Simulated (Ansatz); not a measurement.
Clusters are cut from relaxed bulk AlN (F-43m, not its usual structure, 10.48 Å³/atom, gap on the mesh 3.19 eV) and relaxed in a periodic box with vacuum; the excess energy counts from that bulk.

The calculation used Ansatz 0.2.0, DFT PBEsol, scalar-relativistic, plane waves, PAW.

Plane waves to 420 eV, a k mesh through Γ of 1×1×1 on the computed 6-atom cell and Gaussian smearing (0.05 eV); collinear spin from starting moments 0.4 0.4 0.4 0.4 0.4 0.4 μB.

Start (Al3N3, sphere cut):

```xyz
6
Lattice="11.8000 0.0000 0.0000 0.0000 12.1000 0.0000 0.0000 0.0000 12.4000" Properties=species:S:1:pos:R:3 pbc="T T T"
Al    5.3528    4.4085    6.7472
N     6.4472    5.5028    7.8415
Al    5.3528    6.5972    4.5585
N     6.4472    7.6915    5.6528
N     4.2585    5.5028    5.6528
Al    7.5415    6.5972    6.7472
```

Problem. What does the relaxation give?

Solution. The free energy falls by 494 meV/atom.

```
excess energy (eV per host atom)                      : 2.399
gap on the mesh (eV)                                  : 1.49
highest filled level or Fermi level under vacuum (eV) : 5.81
size of the moment (μB per cell)                      : 0.00
```

Relaxed structure:
```xyz
6
Lattice="11.8000 0.0000 0.0000 0.0000 12.1000 0.0000 0.0000 0.0000 12.4000" Properties=species:S:1:pos:R:3 pbc="T T T"
Al    5.3007    4.8484    6.7992
N     6.6954    5.2547    7.7940
Al    5.3007    6.6493    4.9984
N     6.6953    7.6440    5.4047
N     4.3061    5.2546    5.4047
Al    7.1018    6.6491    6.7991
```

Each run keeps its start's symmetry and one magnetic start, so lower states can exist.

The run took 23 s on 4 threads of AMD EPYC 9R45 96-Core Processor (Zen 5), with other jobs on the host, peak memory 1.3 GiB.